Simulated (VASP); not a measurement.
A run of VASP 6.6.1:

The input INCAR:

```
PREC = Accurate
ENCUT = 520
EDIFF = 1E-6
ISMEAR = 0
SIGMA = 0.02
LREAL = False
LASPH = True
NELM = 100
ALGO = Normal
ISIF = 2
LWAVE = False
LCHARG = False
GGA = PE
NBANDS = 15
```

KPOINTS

```
regular mesh
0
Gamma
  6 6 6
```

Contents of POSCAR:

```
RbBr
1.0
    0.0000000000      3.5086792297      3.5086792297
    3.5086792297      0.0000000000      3.5086792297
    3.5086792297      3.5086792297      0.0000000000
Rb Br
1 1
Direct
    0.0000000000      0.0000000000      0.0000000000
    0.5000000000      0.5000000000      0.5000000000
```

Potentials or basis: VASP PAW PBE potentials, release 64 (Rb_sv, Br).

Command:

```console
$ cat potpaw_PBE.64/Rb_sv/POTCAR potpaw_PBE.64/Br/POTCAR > POTCAR
$ mpirun -np 1 vasp_std > vasp.out
```

Hardware: 1 thread of Intel(R) Xeon(R) Platinum 8259CL CPU @ 2.50GHz (Skylake/Cascade Lake) (shared host).

How long does it take, and how much memory?

Run time: 22 s on 1 thread of Intel(R) Xeon(R) Platinum 8259CL CPU @ 2.50GHz (Skylake/Cascade Lake) (shared host), peak memory 0.24 GiB. Counts: scf iterations 13, k points 16.
